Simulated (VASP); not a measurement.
# NaF in VASP: one cell, several levels of theory

Aim: gap, levels, forces and stress of NaF (zincblende), under +1.2 % biaxial strain in the (111) plane, free along [111] at fixed geometry. Runs: PBE, r2SCAN. The results are then set beside those of Ansatz 0.2.0 for the same cell. This is a trial cell built on a prototype, not taken from a measured structure, and it needn't be the compound's ground state.

The runs shown are made with VASP 6.6.1. PAW datasets, plane waves. Simulation only: spin-unpolarised, and no claim that this is the phase found in nature.

## (1) The system as given

The cell comes from an earlier relaxation with r2SCAN in another program, then strained, with the atoms relaxed again.

It is trigonal, R3m (No. 160); a = 3.623 Å, c = 8.666 Å in the conventional setting, 16.42 Å³ an atom. Na has 4 F at 2.20 Å; F has 4 Na at 2.20 Å.

As a file:

```cif
data_structure
_symmetry_space_group_name_H-M 'P 1'
_symmetry_Int_Tables_number 1
_cell_length_a 3.5665
_cell_length_b 3.5665
_cell_length_c 3.5665
_cell_angle_alpha 61.058
_cell_angle_beta 61.058
_cell_angle_gamma 61.058
_cell_volume 32.84
loop_
_atom_site_label
_atom_site_type_symbol
_atom_site_fract_x
_atom_site_fract_y
_atom_site_fract_z
_atom_site_occupancy
Na1 Na 0.99822 0.99822 0.99822 1
F1 F 0.25178 0.25178 0.25178 1
```

## (2) PBE at this geometry

Input file INCAR:

```
ENCUT = 520.000000
SIGMA = 0.020000
EDIFF = 1.00e-07
GGA = PE
PREC = Accurate
IBRION = -1
ISIF = 2
ISMEAR = -1
NBANDS = 14
NELM = 120
NSW = 0
LASPH = .TRUE.
LCHARG = .TRUE.
LELF = .TRUE.
LWAVE = .FALSE.
LREAL = .FALSE.
```

Input file KPOINTS:

```
KPOINTS created by Atomic Simulation Environment
0
Gamma
8 8 8
0 0 0
```

Input file KPOINTS_OPT:

```
special points
6
Reciprocal
0.0000000000 0.0000000000 0.0000000000 1
-0.5000000000 -0.5000000000 0.0000000000 1
-0.3750000000 -0.3750000000 0.2500000000 1
-0.3750000000 0.0000000000 0.3750000000 1
0.0000000000 0.0000000000 0.5000000000 1
-0.5000000000 -0.2500000000 0.2500000000 1
```

Input file POSCAR:

```
Na F
 1.0000000000000000
    -0.0403965482000000    2.5217462002000000    2.5217462002000000
     2.5217462002000000   -0.0403965482000000    2.5217462002000000
     2.5217462002000000    2.5217462002000000   -0.0403965482000000
 Na  F
   1   1
Cartesian
 -0.0089246222171929 -0.0089246222171929 -0.0089246222171929
  1.2596985852671925  1.2596985852671925  1.2596985852671925
```

Potentials: the recommended PBE PAW datasets, 14 valence electrons in the neutral cell.

Run with:

```bash
$ mpirun -np 1 vasp_std
```

## (3) r2SCAN

Input file INCAR:

```
ENCUT = 520.000000
SIGMA = 0.010000
EDIFF = 1.00e-07
ALGO = Normal
METAGGA = R2SCAN
PREC = Accurate
IBRION = -1
ISIF = 2
ISMEAR = 0
NBANDS = 14
NELM = 120
NSW = 0
LASPH = .TRUE.
LCHARG = .FALSE.
LWAVE = .FALSE.
LREAL = .FALSE.
```

KPOINTS is that of step 2.

KPOINTS_OPT is that of step 2.

POSCAR is that of step 2.

**Question.** What will these runs give? Wanted: for each run, gap; pressure; Ansatz: gap; Ansatz: pressure.

**Answer**, as computed:

```
 level  gap (eV)  pressure (GPa)  Ansatz: gap (eV)  Ansatz: pressure (GPa)
   PBE      5.54            1.44              5.55                    1.45
r2SCAN      6.20           -0.88              6.18                   -0.45
```

In words: The gap spans 5.54 eV (PBE) to 6.20 eV (r2SCAN). The pressure is highest with PBE (1.4 GPa) and lowest with r2SCAN (-0.9 GPa), which orders the cells that they would relax to. The two programs agree on the gap within 0.03 eV, far less than the spread between functionals. Datasets and cutoffs are each program's own. VASP's cell holds 14 valence electrons and Ansatz's 16.
